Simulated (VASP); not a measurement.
PbS: equation of state with PBEsol

Crystal: PbS.

```xyz
4
Lattice="2.0800 -5.9913 0.0000 2.0800 5.9913 0.0000 0.0000 0.0000 4.2793" Properties=species:S:1:pos:R:3 pbc="T T T"
Pb    2.0800    4.4268    1.0698
Pb    2.0800   -4.4268    3.2095
S     2.0800    1.7399    1.0698
S     2.0800   -1.7399    3.2095
```

Measurements of this composition are mostly on another form, of space group No. 225.

| Item | Value |
| --- | --- |
| Program | VASP 6.6.1 |
| Task | equation of state |
| Functional | PBEsol |
| Potentials or basis | VASP PAW PBE potentials, release 64 (Pb_d, S) |
| Cutoff | 520 eV |
| k mesh | 7 × 7 × 6 |
| Occupations | fermi-dirac, width 0.05 eV |
| Spin | no spin polarisation |

- Equilibrium volume: 25.77 Å³/atom
- Bulk modulus at fixed shape and positions: 58 GPa
- Pressure derivative of the bulk modulus: 4.4

Energy against volume, from the lowest point:
| volume (Å³/atom) | energy (meV/atom) |
| --- | --- |
| 25.064 | 3.45 |
| 25.597 | 0.00 |
| 26.130 | 0.69 |
| 26.664 | 5.08 |
| 27.197 | 12.80 |
| 27.730 | 23.47 |
| 28.263 | 36.79 |

All runs of the series together: 11 min on 1 thread of Intel(R) Xeon(R) 6975P-C (Granite Rapids) (shared host).

Caveat: the cell was scaled at fixed shape and fractional positions, which overstates the stiffness of a crystal with free parameters, most of all of layers and chains; the PAW data sets were made with another functional, which shifts forces and pressure a little. The run has no spin-orbit coupling, so splittings on Pb are missing.
